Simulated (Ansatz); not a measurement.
**Ligand exchange: C3H6Sn + C3H5F → C2H3FSn + C4H8**

Gas-phase species: C3H6Sn `C#[C][SnH2][CH3]`, singlet; C3H5F (allyl fluoride) `C=CCF`, singlet; C2H3FSn `C#[C][SnH2][F]`, singlet; C4H8 (1-butene) `C=CCC`, singlet. The partners trade CH3 for F: Sn–CH3 and C–F bonds give way to Sn–F and C–CH3.

Shapes, held fixed at every level: PBE0-D4/def2-TZVP. Flexible molecules stand in one conformer, not always the lowest. Programs: Ansatz 0.2.0. Electronic energies: no zero-point or thermal term.

```tsv
level	kind	ΔE (kJ/mol)	less CCSD(T)/def2-TZVPP
HF/def2-TZVPP	Hartree–Fock	-110.8	-7.1
PBE-D4/def2-TZVPP	GGA	-105.5	-1.8
B3LYP-D4/def2-TZVPP	global hybrid	-108.3	-4.6
wB97M-V/def2-TZVPP	range-separated hybrid	-107.2	-3.5
MP2/def2-TZVPP	perturbation theory	-109.1	-5.4
CCSD/def2-TZVPP	coupled cluster or CI	-104.3	-0.6
CCSD(T)/def2-TZVPP	coupled cluster or CI	-103.7	0.0
```

The highest level, CCSD(T)/def2-TZVPP, gives ΔE = -103.7 kJ/mol; the levels span -110.8 to -103.7. The column of differences is taken from that level and isn't an error. No measured value is set beside it here. For atoms past krypton def2 sets carry core potentials with scalar relativity. Outer-core shells of Sn are correlated, in sets that cover them unevenly.
